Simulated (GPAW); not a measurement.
TaN: band structure with GLLB-SC

Crystal: TaN.

```
CELL_PARAMETERS angstrom
3.12728 0.00000 0.00000
1.56364 2.70831 0.00000
1.56364 0.90277 2.55342
ATOMIC_POSITIONS crystal
Ta 0.50000 0.50000 0.50000
N 0.00000 0.00000 0.00000
```

The cell comes from a database or a generator and needn't be the stable form of this composition.

```json
{
 "Program": "GPAW 26.7.0",
 "Task": "band structure",
 "Functional": "GLLB-SC",
 "Potentials or basis": "the program's PAW data sets (release 1.2.1) made for this functional",
 "Cutoff": "800 eV",
 "Basis": "pw",
 "k mesh": "8 × 8 × 8",
 "Occupations": "fermi-dirac, width 0.05 eV",
 "Spin": "no spin polarisation",
 "Maxiter": "150",
 "Band path": "GXWKGLUWLK,UX",
 "Band points": "60"
}
```

| Quantity | Value |
| --- | --- |
| Band gap along the path | none (metal or under the smearing width) |

Levels at the corners of the path, in eV from the Fermi level:
| point | band 5 | band 6 | band 7 | band 8 | band 9 | band 10 | band 11 | band 12 | band 13 | band 14 |
| --- | --- | --- | --- | --- | --- | --- | --- | --- | --- | --- |
| Γ | -19.24 | -4.11 | -4.11 | -4.11 | -2.02 | -2.02 | -2.02 | 0.15 | 0.15 | 1.02 |
| X | -18.07 | -6.91 | -5.27 | -4.93 | -4.93 | 2.12 | 3.37 | 3.37 | 4.14 | 6.59 |
| W | -17.49 | -7.52 | -6.94 | -6.94 | -0.28 | -0.28 | 3.38 | 3.79 | 4.40 | 9.58 |
| K | -17.54 | -7.76 | -7.01 | -6.31 | -2.24 | 2.30 | 2.44 | 4.29 | 4.84 | 8.06 |
| Γ | -19.24 | -4.11 | -4.11 | -4.11 | -2.02 | -2.02 | -2.02 | 0.15 | 0.15 | 1.02 |
| L | -16.58 | -10.33 | -7.58 | -7.58 | 1.80 | 1.80 | 1.82 | 3.62 | 7.23 | 7.23 |
| U | -17.54 | -7.76 | -7.01 | -6.31 | -2.24 | 2.30 | 2.44 | 4.29 | 4.84 | 8.06 |
| W | -17.49 | -7.52 | -6.94 | -6.94 | -0.28 | -0.28 | 3.38 | 3.79 | 4.40 | 9.58 |
| L | -16.58 | -10.33 | -7.58 | -7.58 | 1.80 | 1.80 | 1.82 | 3.62 | 7.23 | 7.23 |
| K | -17.54 | -7.76 | -7.01 | -6.31 | -2.24 | 2.30 | 2.44 | 4.29 | 4.84 | 8.06 |
| U | -17.54 | -7.76 | -7.01 | -6.31 | -2.24 | 2.30 | 2.44 | 4.29 | 4.84 | 8.06 |
| X | -18.07 | -6.91 | -5.27 | -4.93 | -4.93 | 2.12 | 3.37 | 3.37 | 4.14 | 6.59 |

It took 39 s on 1 thread of Arm Neoverse V1, with other jobs on the host, peak memory 0.22 GiB.

Caveat: a model potential gives levels but no total energy; spin-orbit coupling is left out, which moves the levels of the heavy elements.
